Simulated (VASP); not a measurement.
# GaAs in VASP: density of states with PBE

Aim: the density of states of GaAs with PBE.

Program: VASP 6.6.1. These are calculated values, not measurements. Logs are shortened: lines on timing, memory, paths and dates and some standing lists are left out, and cuts for length are marked.

## 1. The structure

The cell holds a sheet with vacuum, 4 atoms: a = 4.027 Å, b = 4.027 Å, c = 33.498 Å, α = 90.00°, β = 90.00°, γ = 120.00°.

The cell was built by a generator and needn't be a form met in nature.

## 2. Density of states, PBE

Input file POSCAR:

```
GaAs
1.0
    4.0266693833     -0.0000003220      0.0000000000
   -2.0133344128      3.4871981396      0.0000000000
    0.0000000000      0.0000000000     33.4981707600
Ga As
2 2
Direct
    0.0000000000      0.0000000000      0.2408180142
    0.0000000000      0.0000000000      0.3263771361
    0.3333333333      0.6666666667      0.2203226502
    0.6666666667      0.3333333333      0.3468725001
```

Input file INCAR.step1:

```
SYSTEM = GaAs
PREC = Accurate ; ENCUT = 520
EDIFF = 1E-6 ; ISMEAR = 0
SIGMA = 0.1 ; LREAL = .FALSE.
LASPH = .TRUE. ; NELM = 100
ALGO = Fast ; ISIF = 2
LWAVE = .FALSE. ; LCHARG = .TRUE.
LDIPOL = .TRUE. ; IDIPOL = 3
DIPOL = 0.5 0.5 0.284 ; GGA = PE
NBANDS = 26
```

Input file KPOINTS.step1:

```
regular mesh
0
G
  12 12 1
  0 0 0
```

Input file INCAR.step2:

```
SYSTEM = GaAs
PREC = Accurate ; ENCUT = 520
EDIFF = 1E-6 ; ISMEAR = -5
SIGMA = 0.1 ; LREAL = .FALSE.
LASPH = .TRUE. ; NELM = 100
ALGO = Fast ; ISIF = 2
LWAVE = .FALSE. ; LCHARG = .FALSE.
LDIPOL = .TRUE. ; IDIPOL = 3
DIPOL = 0.5 0.5 0.284 ; GGA = PE
LORBIT = 11 ; NEDOS = 1001
ICHARG = 11
```

Input file KPOINTS.step2:

```
regular mesh
0
G
  18 18 1
  0 0 0
```

Potentials or basis: VASP PAW PBE potentials, release 64 (Ga_d, As).

Run with:

```bash
> cat potpaw_PBE.64/Ga_d/POTCAR potpaw_PBE.64/As/POTCAR > POTCAR
> cp INCAR.step1 INCAR
> cp KPOINTS.step1 KPOINTS
> mpirun -np 1 vasp_std > vasp.out
> cp INCAR.step2 INCAR
> cp KPOINTS.step2 KPOINTS
> mpirun -np 1 vasp_std > vasp.out
```

OUTCAR:

```text
SYSTEM = GaAs
   PREC = Accurate
   ENCUT = 520
   EDIFF = 1E-6
   ISMEAR = -5
   LREAL = .FALSE.
   LASPH = .TRUE.
   NELM = 100
   ISIF = 2
   GGA = PE
   LORBIT = 11
   ICHARG = 11

 ion  position               nearest neighbor table
   1  0.000  0.000  0.241-   3 2.42   3 2.42   3 2.42   2 2.87
   2  0.000  0.000  0.326-   4 2.42   4 2.42   4 2.42   1 2.87
   3  0.333  0.667  0.220-   1 2.42   1 2.42   1 2.42
   4  0.667  0.333  0.347-   2 2.42   2 2.42   2 2.42

  LATTYP: Found a hexagonal cell.
 ALAT       =     4.0266693833
 C/A-ratio  =     8.3190765298

  Lattice vectors:

 A1 = (   4.0266693833,  -0.0000003220,   0.0000000000)
 A2 = (  -2.0133344128,   3.4871981396,   0.0000000000)
 A3 = (   0.0000000000,   0.0000000000,  33.4981707600)

Analysis of symmetry for initial positions (statically):
=====================================================================
 Subroutine PRICEL returns:
 Original cell was already a primitive cell.

 Routine SETGRP: Setting up the symmetry group for a
 hexagonal supercell.

 Subroutine GETGRP returns: Found 12 space group operations
 (whereof  6 operations were pure point group operations)
 out of a pool of 24 trial point group operations.

The static configuration has the point symmetry C_3v.
 The point group associated with its full space group is D_3d.

Analysis of symmetry for dynamics (positions and initial velocities):
=====================================================================
 Subroutine PRICEL returns:
 Original cell was already a primitive cell.

 Routine SETGRP: Setting up the symmetry group for a
 hexagonal supercell.

 Subroutine GETGRP returns: Found 12 space group operations
 (whereof  6 operations were pure point group operations)
 out of a pool of 24 trial point group operations.

The dynamic configuration has the point symmetry C_3v.
 The point group associated with its full space group is D_3d.

 Subroutine INISYM returns: Found 12 space group operations
 (whereof  6 operations are pure point group operations),
 and found     1 'primitive' translations

----------------------------------------------------------------------------------------

                                     Primitive cell

  volume of cell :     470.3744

  direct lattice vectors                    reciprocal lattice vectors
     4.026669383 -0.000000322  0.000000000     0.248344215  0.143381573  0.000000000
    -2.013334413  3.487198140  0.000000000     0.000000023  0.286763185  0.000000000
     0.000000000  0.000000000 33.498170760     0.000000000  0.000000000  0.029852376

  length of vectors
     4.026669383  4.026669383 33.498170760     0.286763185  0.286763185  0.029852376

  position of ions in fractional coordinates (direct lattice)
     0.000000000  0.000000000  0.240818014
     0.000000000  0.000000000  0.326377136
     0.333333333  0.666666667  0.220322650
     0.666666667  0.333333333  0.346872500

  ion indices of the primitive-cell ions
   primitive index   ion index
                 1           1
                 2           2
                 3           3
                 4           4

----------------------------------------------------------------------------------------

 KPOINTS: regular mesh

Automatic generation of k-mesh.
 Grid dimensions read from file:
 generate k-points for:   18   18    1

 Generating k-lattice:

  Cartesian coordinates                     Fractional coordinates (reciprocal lattice)
     0.013796901  0.007965643  0.000000000     0.055555556 -0.000000000  0.000000000
     0.000000001  0.015931288  0.000000000     0.000000000  0.055555556  0.000000000
     0.000000000  0.000000000  0.029852376     0.000000000  0.000000000  1.000000000

  Length of vectors
     0.015931288  0.015931288  0.029852376

  Shift w.r.t. Gamma in fractional coordinates (k-lattice)
     0.000000000  0.000000000  0.000000000

 TETIRR: Found    169 inequivalent tetrahedra from     1944

 Subroutine IBZKPT returns following result:
 ===========================================

 Found     37 irreducible k-points:

 Following reciprocal coordinates:
            Coordinates               Weight
  0.000000  0.000000  0.000000      1.000000
  0.055556 -0.000000  0.000000      6.000000
  0.111111 -0.000000  0.000000      6.000000
  0.166667 -0.000000  0.000000      6.000000
  0.222222 -0.000000  0.000000      6.000000
  0.277778  0.000000  0.000000      6.000000
[... 16 lines left out ...]
  0.333333  0.111111  0.000000     12.000000
  0.388889  0.111111  0.000000     12.000000
 [... further k-points ...]
   k-points           NKPTS =     37   k-points in BZ     NKDIM =     37   number of bands    NBANDS=     22
   number of dos      NEDOS =   1001   number of ions     NIONS =      4
   total plane-waves  NPLWV = 225000
   dimension x,y,z NGX =    30 NGY =   30 NGZ =  250
   dimension x,y,z NGXF=    60 NGYF=   60 NGZF=  500
   ions per type =               2   2
   NGX,Y,Z   is equivalent  to a cutoff of  12.39, 12.39, 12.41 a.u.
   NGXF,Y,Z  is equivalent  to a cutoff of  24.77, 24.77, 24.81 a.u.
 SYSTEM =  GaAs
   PREC   = accura    normal or accurate (medium, high low for compatibility)
   ISTART =      0    job   : 0-new  1-cont  2-samecut
   ICHARG =     11    charge: 1-file 2-atom 10-const
   ISPIN  =      1    spin polarized calculation?
   LNONCOLLINEAR =      F non collinear calculations
   LSORBIT =      F    spin-orbit coupling
   LASPH  =      T    aspherical Exc in radial PAW
   ENCUT  =  520.0 eV  38.22 Ry    6.18 a.u.   7.49  7.49 62.28*2*pi/ulx,y,z
   NELM   =    100;   NELMIN=  2; NELMDL=  0     # of ELM steps
   EDIFF  = 0.1E-05   stopping-criterion for ELM
   LREAL  =      F    real-space projection
   EDIFFG = 0.1E-04   stopping-criterion for IOM
   NSW    =      0    number of steps for IOM
   IBRION =     -1    ionic relax: 0-MD 1-quasi-New 2-CG
   NFREE  =      0    steps in history (QN), initial steepest desc. (CG)
   ISIF   =      2    stress and relaxation
   ISYM   =      2    0-nonsym 1-usesym 2-fastsym
   POTIM  = 0.5000    time-step for ionic-motion
   TEBEG  =    0.0;   TEEND  =   0.0 temperature during run
   PSTRESS=    0.0 pullay stress
   NELECT =      36.0000    total number of electrons
   NUPDOWN=      -1.0000    fix difference up-down
   EMIN   =  10.00;   EMAX   =-10.00  energy-range for DOS
   EFERMI =   0.00;   METHOD = LEGACY
   ISMEAR =    -5;   SIGMA  =   0.10  broadening in eV -4-tet -1-fermi 0-gaus
   EFERMI_NEDOS =   21; number of points for ismear=-14 and -15
   IALGO  =     68    algorithm
   IMIX   =      4    mixing-type and parameters
     AMIX     =   0.40;   BMIX     =  1.00
     AMIX_MAG =   1.60;   BMIX_MAG =  1.00
  volume/ion in A,a.u.               =     117.59       793.56
  Fermi-wavevector in a.u.,A,eV,Ry     =   0.695069  1.313490  6.573255  0.483121
  Thomas-Fermi vector in A             =   1.777738
   LORBIT       =     11    0 simple, 1 ext, 2 COOP (PROOUT), +10 PAW based schemes
   GGA     = PE    functional components
   LHFCALC =     F    Hartree Fock is set to
   AEXX    =    0.0000 exact exchange contribution
   IVDW    =     0    specifies the selected vdW correction
   LEPSILON=     F    determine dielectric tensor
   LRPA    =     F    only Hartree local field effects (RPA)
 non-spin polarized calculation
 RMM-DIIS sequential band-by-band and
 Fermi weights with tetrahedron method with Bloechl corrections
  energy-cutoff  :      520.00
  volume of cell :      470.37
 maximum number of plane-waves:     12755
 NGX is ok and might be reduce to    30

 number of electron      35.9999972 magnetization

 dipolmoment           0.000000      0.000000     -0.000078 electrons x Angstroem

 Free energy of the ion-electron system (eV)
  ---------------------------------------------------
  ext. energy  EPLUGINS =         0.00000000
  ---------------------------------------------------
  free energy    TOTEN  =       -15.06882674 eV

  energy without entropy =      -15.06882674  energy(sigma->0) =      -15.06882674

 E-fermi :  -3.7545     XC(G=0):  -2.3171

 val. band max:       -3.7331564220   @ k =   0.0000   0.0000   0.0000
 cond. band min:      -3.8489159405   @ k =   0.3333   0.3333   0.0000
 fundamental gap:     -0.1157595185
 Fermi energy:        -3.7544725709

 k-point     1 :       0.0000    0.0000    0.0000
  band No.  band energies     occupation
      1     -18.1879      2.00000
      2     -18.0684      2.00000
      3     -18.0677      2.00000
      4     -18.0677      2.00000
      5     -18.0388      2.00000
      6     -18.0388      2.00000
[... 14 lines left out ...]
     21      -0.5291      0.00000
     22       0.9884      0.00000

 k-point     2 :       0.0556   -0.0000    0.0000
  band No.  band energies     occupation
      1     -18.1869      2.00000
      2     -18.0709      2.00000
      3     -18.0687      2.00000
      4     -18.0676      2.00000
      5     -18.0381      2.00000
      6     -18.0368      2.00000
[... 14 lines left out ...]
     21      -0.4755      0.00000
     22       0.8465      0.00000
[... 523 lines left out ...]
     21      -0.1960      0.00000
     22       0.4660      0.00000

 k-point    24 :       0.3889    0.1111    0.0000
  band No.  band energies     occupation
      1     -18.1530      2.00000
      2     -18.1280      2.00000
      3     -18.1020      2.00000
      4     -18.0645      2.00000
      5     -18.0358      2.00000
      6     -18.0152      2.00000
[... 14 lines left out ...]
     21      -0.2913      0.00000
     22       0.2779      0.00000

 [... further k-points ...]

------------------------ aborting loop because EDIFF is reached ----------------------------------------

 vacuum level on the upper side and lower side of the slab       (xc-potential included)        -0.007        -0.006

  FORCE on cell =-STRESS in cart. coord.  units (eV):
  Direction    XX          YY          ZZ          XY          YZ          ZX
  --------------------------------------------------------------------------------------
  -------------------------------------------------------------------------------------
  Total        0.0563438      0.0563438      0.2858353     -0.0000000      0.0000000      0.0000000
  in kB        0.1919167      0.1919167      0.9736050     -0.0000000      0.0000000      0.0000000
  external PRESSURE =       0.4524795 kB  Pullay stress =       0.0000000 kB

 VOLUME and BASIS-vectors are now :
 -----------------------------------------------------------------------------
  energy-cutoff  :      520.00
  volume of cell :      470.37
      direct lattice vectors                 reciprocal lattice vectors
     4.026669383 -0.000000322  0.000000000     0.248344215  0.143381573  0.000000000
    -2.013334413  3.487198140  0.000000000     0.000000023  0.286763185  0.000000000
     0.000000000  0.000000000 33.498170760     0.000000000  0.000000000  0.029852376

 POSITION                                       TOTAL-FORCE (eV/Angst)
 -----------------------------------------------------------------------------------
      0.00000      0.00000      8.06696        -0.000000      0.000000     -0.036943
      0.00000      0.00000     10.93304         0.000000     -0.000000      0.036943
      0.00000      2.32480      7.38041         0.000000     -0.000000      0.010217
      2.01333      1.16240     11.61959        -0.000000      0.000000     -0.010217
 -----------------------------------------------------------------------------------
    total drift:                                0.000000      0.000000      0.010033

  FREE ENERGIE OF THE ION-ELECTRON SYSTEM (eV)
  ---------------------------------------------------
  free  energy   TOTEN  =       -15.0688267381 eV

  energy  without entropy=      -15.0688267381  energy(sigma->0) =      -15.06882674

 vacuum level on the upper side and lower side of the slab         1.690         1.691

 total charge

# of ion       s       p       d       tot
------------------------------------------
    1        0.925   0.728   9.975  11.628
    2        0.925   0.728   9.975  11.628
    3        1.243   1.503   0.025   2.771
    4        1.243   1.503   0.025   2.771
--------------------------------------------------
tot          4.337   4.462  19.999  28.798
```

It took 5.9 min on 1 thread of Intel Xeon 6975P-C (Granite Rapids), shared host; peak memory 0.7 GiB.

Results:

```
Valence electrons inside the program's atomic spheres : Ga 11.63; As 2.77
```

Levels at points of the mesh, in eV from the Fermi level:
| k point | band 16 | band 17 | band 18 | band 19 | band 20 | band 21 |
| --- | --- | --- | --- | --- | --- | --- |
| (0.00, 0.00, 0.00) | -0.12 | 0.02 | 0.02 | 1.10 | 1.42 | 3.23 |
| (0.50, 0.00, 0.00) | -1.27 | -1.14 | -0.87 | 0.78 | 2.55 | 2.68 |

States per cell in windows of 0.5 eV (zero at the Fermi level; states under -8 eV left out):
| from (eV) | total | As3_p | As4_p | Ga1_p | Ga2_p | Ga1_s | Ga2_s |
| --- | --- | --- | --- | --- | --- | --- | --- |
| -8.0 | 0.00 | 0.00 | 0.00 | 0.00 | 0.00 | 0.00 | 0.00 |
| -7.5 | 0.00 | 0.00 | 0.00 | 0.00 | 0.00 | 0.00 | 0.00 |
| -7.0 | 0.00 | 0.00 | 0.00 | 0.00 | 0.00 | 0.00 | 0.00 |
| -6.5 | 0.67 | 0.04 | 0.04 | 0.01 | 0.01 | 0.15 | 0.15 |
| -6.0 | 0.51 | 0.03 | 0.03 | 0.01 | 0.01 | 0.10 | 0.10 |
| -5.5 | 1.15 | 0.09 | 0.09 | 0.02 | 0.02 | 0.22 | 0.22 |
| -5.0 | 0.53 | 0.04 | 0.04 | 0.01 | 0.01 | 0.09 | 0.09 |
| -4.5 | 0.74 | 0.04 | 0.04 | 0.02 | 0.02 | 0.10 | 0.10 |
| -4.0 | 0.16 | 0.01 | 0.01 | 0.00 | 0.00 | 0.02 | 0.02 |
| -3.5 | 0.22 | 0.02 | 0.02 | 0.01 | 0.01 | 0.02 | 0.02 |
| -3.0 | 0.62 | 0.08 | 0.08 | 0.05 | 0.05 | 0.02 | 0.02 |
| -2.5 | 1.24 | 0.16 | 0.16 | 0.10 | 0.10 | 0.02 | 0.02 |
| -2.0 | 1.41 | 0.19 | 0.19 | 0.12 | 0.12 | 0.02 | 0.02 |
| -1.5 | 1.67 | 0.25 | 0.25 | 0.15 | 0.15 | 0.01 | 0.01 |
| -1.0 | 1.95 | 0.32 | 0.32 | 0.11 | 0.11 | 0.02 | 0.02 |
| -0.5 | 1.31 | 0.24 | 0.24 | 0.06 | 0.06 | 0.01 | 0.01 |
| 0.0 | 0.17 | 0.02 | 0.02 | 0.02 | 0.02 | 0.00 | 0.00 |
| 0.5 | 0.75 | 0.11 | 0.11 | 0.05 | 0.05 | 0.01 | 0.01 |
| 1.0 | 0.50 | 0.07 | 0.07 | 0.04 | 0.04 | 0.01 | 0.01 |
| 1.5 | 0.58 | 0.08 | 0.08 | 0.03 | 0.03 | 0.02 | 0.02 |
| 2.0 | 0.13 | 0.02 | 0.02 | 0.00 | 0.00 | 0.01 | 0.01 |
| 2.5 | 0.78 | 0.04 | 0.04 | 0.04 | 0.04 | 0.07 | 0.07 |
| 3.0 | 0.97 | 0.05 | 0.05 | 0.07 | 0.07 | 0.07 | 0.07 |
| 3.5 | 1.25 | 0.06 | 0.06 | 0.11 | 0.11 | 0.09 | 0.09 |
| 4.0 | 1.37 | 0.07 | 0.07 | 0.10 | 0.10 | 0.08 | 0.08 |
| 4.5 | 1.11 | 0.07 | 0.07 | 0.07 | 0.07 | 0.04 | 0.04 |
| 5.0 | 0.50 | 0.03 | 0.03 | 0.02 | 0.02 | 0.01 | 0.01 |
| 5.5 | 0.00 | 0.00 | 0.00 | 0.00 | 0.00 | 0.00 | 0.00 |

Caveat: tetrahedron occupations give inexact forces and stress in metals.
